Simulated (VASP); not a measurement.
# MgS (Niningerite) (Fm-3m) in VASP: settings compared, part 2 of 2

VASP 6.6.1.

## (4) Band structure, LDA

File INCAR:

```
SYSTEM = MgS
PREC = Accurate
ENCUT = 520
EDIFF = 1E-6
ISMEAR = 0
SIGMA = 0.02
LREAL = .False.
LASPH = .True.
NELM = 100
ALGO = Fast
ISIF = 2
LWAVE = .False.
LCHARG = .False.
NBANDS = 11
```

File KPOINTS:

```
Automatic mesh
0
Gamma
  8 8 8
  0 0 0
```

File POSCAR:

```
MgS
1.0
    0.0000000000      2.6016500000      2.6016500000
    2.6016500000      0.0000000000      2.6016500000
    2.6016500000      2.6016500000      0.0000000000
S Mg
1 1
Direct
    0.5000000000      0.5000000000      0.5000000000
    0.0000000000      0.0000000000      0.0000000000
```

File KPOINTS_OPT:

```
path GXWKGLUWLK,UX
10
line-mode
reciprocal
 0.0000000000  0.0000000000  0.0000000000  G
 0.5000000000  0.0000000000  0.5000000000  X

 0.5000000000  0.0000000000  0.5000000000  X
 0.5000000000  0.2500000000  0.7500000000  W

 0.5000000000  0.2500000000  0.7500000000  W
 0.3750000000  0.3750000000  0.7500000000  K

 0.3750000000  0.3750000000  0.7500000000  K
 0.0000000000  0.0000000000  0.0000000000  G

 0.0000000000  0.0000000000  0.0000000000  G
 0.5000000000  0.5000000000  0.5000000000  L

 0.5000000000  0.5000000000  0.5000000000  L
 0.6250000000  0.2500000000  0.6250000000  U

 0.6250000000  0.2500000000  0.6250000000  U
 0.5000000000  0.2500000000  0.7500000000  W

 0.5000000000  0.2500000000  0.7500000000  W
 0.5000000000  0.5000000000  0.5000000000  L

 0.5000000000  0.5000000000  0.5000000000  L
 0.3750000000  0.3750000000  0.7500000000  K

 0.6250000000  0.2500000000  0.6250000000  U
 0.5000000000  0.0000000000  0.5000000000  X
```

Potentials or basis: VASP PAW LDA potentials, release 64 (S, Mg).

The run is started by

```
> cat potpaw_LDA.64/S/POTCAR potpaw_LDA.64/Mg/POTCAR > POTCAR
> mpirun -np 1 vasp_std > vasp.out
```

OUTCAR:

```text
SYSTEM = MgS
   PREC = Accurate
   ENCUT = 520
   EDIFF = 1E-6
   ISMEAR = 0
   LREAL = .False.
   LASPH = .True.
   NELM = 100
   ISIF = 2

 ion  position               nearest neighbor table
   1  0.500  0.500  0.500-   2 2.60   2 2.60   2 2.60   2 2.60   2 2.60   2 2.60
   2  0.000  0.000  0.000-   1 2.60   1 2.60   1 2.60   1 2.60   1 2.60   1 2.60

  LATTYP: Found a face centered cubic cell.
 ALAT       =     5.2033000000

  Lattice vectors:

 A1 = (   0.0000000000,   2.6016500000,   2.6016500000)
 A2 = (   2.6016500000,   0.0000000000,   2.6016500000)
 A3 = (   2.6016500000,   2.6016500000,   0.0000000000)

Analysis of symmetry for initial positions (statically):
=====================================================================
 Subroutine PRICEL returns:
 Original cell was already a primitive cell.

 Routine SETGRP: Setting up the symmetry group for a
 face centered cubic supercell.

 Subroutine GETGRP returns: Found 48 space group operations
 (whereof 48 operations were pure point group operations)
 out of a pool of 48 trial point group operations.

The static configuration has the point symmetry O_h .

Analysis of symmetry for dynamics (positions and initial velocities):
=====================================================================
 Subroutine PRICEL returns:
 Original cell was already a primitive cell.

 Routine SETGRP: Setting up the symmetry group for a
 face centered cubic supercell.

 Subroutine GETGRP returns: Found 48 space group operations
 (whereof 48 operations were pure point group operations)
 out of a pool of 48 trial point group operations.

The dynamic configuration has the point symmetry O_h .

 Subroutine INISYM returns: Found 48 space group operations
 (whereof 48 operations are pure point group operations),
 and found     1 'primitive' translations

----------------------------------------------------------------------------------------

                                     Primitive cell

  volume of cell :      35.2190

  direct lattice vectors                    reciprocal lattice vectors
     0.000000000  2.601650000  2.601650000    -0.192185728  0.192185728  0.192185728
     2.601650000  0.000000000  2.601650000     0.192185728 -0.192185728  0.192185728
     2.601650000  2.601650000  0.000000000     0.192185728  0.192185728 -0.192185728

  length of vectors
     3.679288715  3.679288715  3.679288715     0.332875446  0.332875446  0.332875446

  position of ions in fractional coordinates (direct lattice)
     0.500000000  0.500000000  0.500000000
     0.000000000  0.000000000  0.000000000

  ion indices of the primitive-cell ions
   primitive index   ion index
                 1           1
                 2           2

----------------------------------------------------------------------------------------

 KPOINTS: Automatic mesh

Automatic generation of k-mesh.
 Grid dimensions read from file:
 generate k-points for:    8    8    8

 Generating k-lattice:

  Cartesian coordinates                     Fractional coordinates (reciprocal lattice)
    -0.024023216  0.024023216  0.024023216     0.125000000  0.000000000  0.000000000
     0.024023216 -0.024023216  0.024023216     0.000000000  0.125000000  0.000000000
     0.024023216  0.024023216 -0.024023216     0.000000000  0.000000000  0.125000000

  Length of vectors
     0.041609431  0.041609431  0.041609431

  Shift w.r.t. Gamma in fractional coordinates (k-lattice)
[... 36 lines left out ...]
   total plane-waves  NPLWV =  21952
   dimension x,y,z NGX =    28 NGY =   28 NGZ =   28
   dimension x,y,z NGXF=    56 NGYF=   56 NGZF=   56
   ions per type =               1   1
   NGX,Y,Z   is equivalent  to a cutoff of  12.65, 12.65, 12.65 a.u.
   NGXF,Y,Z  is equivalent  to a cutoff of  25.30, 25.30, 25.30 a.u.
 SYSTEM =  MgS
   PREC   = accura    normal or accurate (medium, high low for compatibility)
   ISTART =      0    job   : 0-new  1-cont  2-samecut
   ICHARG =      2    charge: 1-file 2-atom 10-const
   ISPIN  =      1    spin polarized calculation?
   LNONCOLLINEAR =      F non collinear calculations
   LSORBIT =      F    spin-orbit coupling
   LASPH  =      T    aspherical Exc in radial PAW
   ENCUT  =  520.0 eV  38.22 Ry    6.18 a.u.   6.84  6.84  6.84*2*pi/ulx,y,z
   NELM   =    100;   NELMIN=  2; NELMDL= -5     # of ELM steps
   EDIFF  = 0.1E-05   stopping-criterion for ELM
   LREAL  =      F    real-space projection
   EDIFFG = 0.1E-04   stopping-criterion for IOM
   NSW    =      0    number of steps for IOM
   IBRION =     -1    ionic relax: 0-MD 1-quasi-New 2-CG
   NFREE  =      0    steps in history (QN), initial steepest desc. (CG)
   ISIF   =      2    stress and relaxation
   ISYM   =      2    0-nonsym 1-usesym 2-fastsym
   POTIM  = 0.5000    time-step for ionic-motion
   TEBEG  =    0.0;   TEEND  =   0.0 temperature during run
   PSTRESS=    0.0 pullay stress
   NELECT =       8.0000    total number of electrons
   NUPDOWN=      -1.0000    fix difference up-down
   EMIN   =  10.00;   EMAX   =-10.00  energy-range for DOS
   EFERMI =   0.00;   METHOD = LEGACY
   ISMEAR =     0;   SIGMA  =   0.02  broadening in eV -4-tet -1-fermi 0-gaus
   EFERMI_NEDOS =   21; number of points for ismear=-14 and -15
   IALGO  =     68    algorithm
   IMIX   =      4    mixing-type and parameters
     AMIX     =   0.40;   BMIX     =  1.00
     AMIX_MAG =   1.60;   BMIX_MAG =  1.00
  volume/ion in A,a.u.               =      17.61       118.83
  Fermi-wavevector in a.u.,A,eV,Ry     =   0.998878  1.887606 13.575323  0.997758
  Thomas-Fermi vector in A             =   2.131131
   LORBIT       =      0    0 simple, 1 ext, 2 COOP (PROOUT), +10 PAW based schemes
   GGA     = CA    functional components
   LHFCALC =     F    Hartree Fock is set to
   AEXX    =    0.0000 exact exchange contribution
   IVDW    =     0    specifies the selected vdW correction
   LEPSILON=     F    determine dielectric tensor
   LRPA    =     F    only Hartree local field effects (RPA)
 non-spin polarized calculation
 RMM-DIIS sequential band-by-band and
 Gauss-broadening in eV      SIGMA  =   0.02
  energy-cutoff  :      520.00
  volume of cell :       35.22
 maximum number of plane-waves:       960
   NGX = 13   NGY = 13   NGZ = 13

 number of electron       8.0000000 magnetization

 Free energy of the ion-electron system (eV)
  ---------------------------------------------------
  ext. energy  EPLUGINS =         0.00000000
  ---------------------------------------------------
  free energy    TOTEN  =        -9.57132872 eV

  energy without entropy =       -9.57132872  energy(sigma->0) =       -9.57132872

 E-fermi :   3.7286     XC(G=0):  -9.9879

 val. band max:        3.5814310391   @ k =   0.0000   0.0000   0.0000
 cond. band min:       6.1388085781   @ k =   0.5000   0.5000   0.0000
 fundamental gap:      2.5573775391
 Fermi energy:         3.7286252116

 k-point     1 :       0.0000    0.0000    0.0000
  band No.  band energies     occupation
      1      -9.0590      2.00000
      2       3.5814      2.00000
      3       3.5814      2.00000
      4       3.5814      2.00000
      5       7.0730      0.00000
      6      11.4183      0.00000
      7      11.4183      0.00000
      8      11.4183      0.00000
      9      13.8465      0.00000
     10      13.8465      0.00000
     11      15.9345      0.00000
[... 309 lines left out ...]
 k-point    24 :      -0.3750    0.2500    0.1250
  band No.  band energies     occupation
      1      -7.5249      2.00000
      2      -0.7950      2.00000
      3       1.4087      2.00000
      4       2.4115      2.00000
      5       8.9701      0.00000
      6       9.5325      0.00000
      7      11.8413      0.00000
      8      12.8642      0.00000
      9      15.6828      0.00000
     10      16.6207      0.00000
     11      18.9943      0.00000

 [... further k-points ...]

------------------------ aborting loop because EDIFF is reached ----------------------------------------

  FORCE on cell =-STRESS in cart. coord.  units (eV):
  Direction    XX          YY          ZZ          XY          YZ          ZX
  --------------------------------------------------------------------------------------
  -------------------------------------------------------------------------------------
  Total       -0.8549153     -0.8549153     -0.8549153      0.0000000      0.0000000      0.0000000
  in kB      -38.8917113    -38.8917113    -38.8917113      0.0000000      0.0000000      0.0000000
  external PRESSURE =     -38.8917113 kB  Pullay stress =       0.0000000 kB

 VOLUME and BASIS-vectors are now :
 -----------------------------------------------------------------------------
  energy-cutoff  :      520.00
  volume of cell :       35.22
      direct lattice vectors                 reciprocal lattice vectors
     0.000000000  2.601650000  2.601650000    -0.192185728  0.192185728  0.192185728
     2.601650000  0.000000000  2.601650000     0.192185728 -0.192185728  0.192185728
     2.601650000  2.601650000  0.000000000     0.192185728  0.192185728 -0.192185728

 POSITION                                       TOTAL-FORCE (eV/Angst)
 -----------------------------------------------------------------------------------
      2.60165      2.60165      2.60165        -0.000000      0.000000     -0.000000
      0.00000      0.00000      0.00000         0.000000     -0.000000      0.000000
 -----------------------------------------------------------------------------------
    total drift:                                0.000000      0.000000      0.000000

  FREE ENERGIE OF THE ION-ELECTRON SYSTEM (eV)
  ---------------------------------------------------
  free  energy   TOTEN  =        -9.5713287208 eV

  energy  without entropy=       -9.5713287208  energy(sigma->0) =       -9.57132872
```

It took 14 s on 1 thread of Intel Xeon Platinum 8559C (Emerald Rapids), shared host; peak memory 0.14 GiB.

Results:

```yaml
Free_energy: -9.5713 eV
Pressure: -3.9 GPa
Band_gap_on_the_k_mesh: 2.56 eV, indirect (least direct gap 3.49 eV)
Band_gap_along_the_path: 2.56 eV, indirect (least direct gap 3.49 eV)
```

Levels at the corners of the path, in eV from the valence-band top:
```csv
point,band 1,band 2,band 3,band 4,band 5,band 6,band 7,band 8,band 9
Γ,-12.64,0.00,0.00,0.00,3.49,7.84,7.84,7.84,10.27
X,-10.93,-4.25,-1.71,-1.71,2.56,4.25,11.79,12.76,13.09
X,-10.93,-4.25,-1.71,-1.71,2.56,4.25,11.79,12.76,13.09
W,-10.88,-3.28,-3.28,-2.42,5.08,7.84,7.84,7.87,14.07
W,-10.88,-3.28,-3.28,-2.42,5.08,7.84,7.84,7.87,14.07
K,-10.93,-3.75,-3.25,-1.38,3.71,6.57,9.53,9.95,11.62
K,-10.93,-3.75,-3.25,-1.38,3.71,6.57,9.53,9.95,11.62
Γ,-12.64,0.00,0.00,0.00,3.49,7.84,7.84,7.84,10.27
Γ,-12.64,0.00,0.00,0.00,3.49,7.84,7.84,7.84,10.27
L,-11.31,-4.91,-0.59,-0.59,4.38,6.74,6.74,9.84,11.94
L,-11.31,-4.91,-0.59,-0.59,4.38,6.74,6.74,9.84,11.94
U,-10.93,-3.75,-3.25,-1.38,3.71,6.57,9.53,9.95,11.62
U,-10.93,-3.75,-3.25,-1.38,3.71,6.57,9.53,9.95,11.62
W,-10.88,-3.28,-3.28,-2.42,5.08,7.84,7.84,7.87,14.07
W,-10.88,-3.28,-3.28,-2.42,5.08,7.84,7.84,7.87,14.07
L,-11.31,-4.91,-0.59,-0.59,4.38,6.74,6.74,9.84,11.94
L,-11.31,-4.91,-0.59,-0.59,4.38,6.74,6.74,9.84,11.94
K,-10.93,-3.75,-3.25,-1.38,3.71,6.57,9.53,9.95,11.62
U,-10.93,-3.75,-3.25,-1.38,3.71,6.57,9.53,9.95,11.62
X,-10.93,-4.25,-1.71,-1.71,2.56,4.25,11.79,12.76,13.09
```

## (5) Overview

| task | level | potentials or basis | k mesh | cutoff (eV) | smearing | GW scheme | GW iterations | cutoff of the response function | frequency points | empty bands | mesh quality | gap on the mesh (eV) | pressure (GPa) |
| --- | --- | --- | --- | --- | --- | --- | --- | --- | --- | --- | --- | --- | --- |
| G0W0 quasiparticle levels | PBE | VASP PAW PBE potentials, release 64 (S_GW, Mg_GW) | 4 × 4 × 4 | 450 | gaussian 0.01 eV | G0W0 | 1 | 300 | 50 | 415 | coarse | - | - |
| band structure | PBE | VASP PAW PBE potentials, release 64 (S, Mg) | 8 × 8 × 8 | 520 | gaussian 0.02 eV | - | - | - | - | - | not flagged | 2.78 | 0.9 |
| band structure | LDA | VASP PAW LDA potentials, release 64 (S, Mg) | 8 × 8 × 8 | 520 | gaussian 0.02 eV | - | - | - | - | - | not flagged | 2.56 | -3.9 |

Alike in all rows: no spin polarisation; cell as given.

Caveats: some runs use coarse meshes; bands, screening cutoff and mesh are small and nothing is extrapolated, so the quasiparticle values aren't converged (some runs).

Absolute energies hang on the potentials; compare differences alone.
